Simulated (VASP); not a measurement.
The system is Ca.

```xyz
1
Lattice="-2.2400 2.2400 2.2400 2.2400 -2.2400 2.2400 2.2400 2.2400 -2.2400" Properties=species:S:1:pos:R:3 pbc="T T T"
Ca    0.0000    0.0000    0.0000
```

This isn't the form of Ca at room conditions, which is fcc.

| Item | Value |
| --- | --- |
| Program | VASP 6.6.1 |
| Task | relaxation of cell and atoms |
| Functional | PBEsol |
| Potentials or basis | VASP PAW PBE potentials, release 64 (Ca_sv) |
| Cutoff | 600 eV |
| k mesh | 8 × 8 × 8 |
| Occupations | fermi-dirac, width 0.05 eV |
| Spin | no spin polarisation |

At the start: pressure -1.5 GPa; volume 44.96 Å³/atom.

Question: How do energy, volume and symmetry change on relaxing?

Answer: Over 4 steps the energy falls by 22.6 meV/atom and the volume is 40.46 Å³/atom (-10.0 %); space group Im-3m (No. 229, to 0.05 Å).

Step by step:
| step | energy change (eV) | largest force (eV/Å) | pressure (GPa) | volume (Å³) |
| --- | --- | --- | --- | --- |
| 1 | 0.0000 | 0.0000 | -1.52 | 44.96 |
| 2 | -0.0188 | 0.0000 | -0.67 | 42.24 |
| 3 | -0.0226 | 0.0000 | -0.07 | 40.63 |
| 4 | -0.0226 | 0.0000 | 0.00 | 40.46 |

Final structure:
```
Ca
1.0
    -2.16271    2.16271    2.16271
     2.16271   -2.16271    2.16271
     2.16271    2.16271   -2.16271
Ca
1
Direct
  0.00000 0.00000 0.00000
```

Caveat: the PAW data sets were made with another functional, which shifts forces and pressure a little.
